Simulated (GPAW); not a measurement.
Crystal: TiO2 (Anatase).

```
CELL_PARAMETERS angstrom
-1.89210 1.89210 4.75730
1.89210 -1.89210 4.75730
1.89210 1.89210 -4.75730
ATOMIC_POSITIONS crystal
Ti 0.75000 0.25000 0.50000
Ti 0.00000 0.00000 0.00000
O 0.79190 0.79190 0.00000
O 0.54190 0.04190 0.50000
O 0.95810 0.45810 0.50000
O 0.20810 0.20810 0.00000
```

Program: GPAW 26.7.0. Alike in all runs: no spin polarisation; cell as given; smearing fermi-dirac 0.05 eV.

Question: Order these runs on this cell by their pressure, lowest first.
A. level PBEsol; potentials or basis PAW data sets generated in the run's folder for this functional, pw; k mesh 7 × 7 × 7; cutoff (eV) 800; ranks 4; maxiter 150; band path GXYSGZS1NPY1Z,XP; band points 60
B. level r2SCAN; potentials or basis GPAW PAW data sets (gpaw-data 1.2.1), pw; k mesh 7 × 7 × 7; cutoff (eV) 800; ranks 4; maxiter 150; band path GXYSGZS1NPY1Z,XP; band points 60
C. level LDA; potentials or basis the program's PAW data sets (release 1.2.1) made for this functional, pw; k mesh 7 × 7 × 7; cutoff (eV) 800; ranks 4; maxiter 150; band path GXYSGZS1NPY1Z,XP; band points 60
D. level PBE; potentials or basis GPAW PAW data sets (gpaw-data 1.2.1), pw; k mesh 10 × 10 × 10; cutoff (eV) 800; maxiter 150
E. level LDA; potentials or basis the program's PAW data sets (release 1.2.1) made for this functional, pw; k mesh 7 × 7 × 7; cutoff (eV) 650; maxiter 120; convergence default

Answer: E (-8.5 GPa), C (-5.6 GPa), A (0.3 GPa), B (2.0 GPa), D (6.3 GPa).

Caveats: the PAW data sets were made with another functional, which shifts forces and pressure a little (some runs); the cutoff is short for stress and forces, so pressures can be off by a GPa or more (some runs).

Not every run made on this cell is shown here.
